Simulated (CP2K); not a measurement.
Crystal: HgTe (Coloradoite).

```
CELL_PARAMETERS angstrom
4.54599 0.00000 0.00000
2.27299 3.93694 0.00000
2.27299 1.31231 3.71178
ATOMIC_POSITIONS crystal
Hg 0.00000 0.00000 0.00000
Te 0.75000 0.75000 0.75000
```

Base run:

- Program: CP2K 2026.2
- Functional: PBE
- Potentials or basis: GTH_POTENTIALS Hg GTH-PADE-q12, Te GTH-PADE-q6; DZVP-MOLOPT-SR-GTH basis
- Density cutoff: 6123 eV
- k mesh: 7 × 7 × 7
- Occupations: fermi-dirac, width 0.05 eV
- Spin: no spin polarisation

Its results: band gap on the k mesh none (metal or under the smearing width); pressure 4.0 GPa.

**Question.** The run is repeated on the same cell with these changes: potentials or basis from GTH_POTENTIALS Hg GTH-PADE-q12, Te GTH-PADE-q6; DZVP-MOLOPT-SR-GTH basis to POTENTIAL_UZH Hg GTH-SCAN-q12, Te GTH-SCAN-q6; DZVP-MOLOPT-SR-GTH basis; potentials from Hg GTH-PADE-q12 of GTH_POTENTIALS, Te GTH-PADE-q6 of GTH_POTENTIALS to Hg GTH-SCAN-q12 of POTENTIAL_UZH, Te GTH-SCAN-q6 of POTENTIAL_UZH. What comes out?

**Answer.** Band gap on the k mesh none (metal or under the smearing width); pressure 5.4 GPa.

Caveats: the potentials were made for another functional, which shifts forces and pressure; spin-orbit coupling is left out, which moves the levels of the heavy elements; the basis of atomic orbitals isn't converged, which shifts pressures, moduli and gaps.
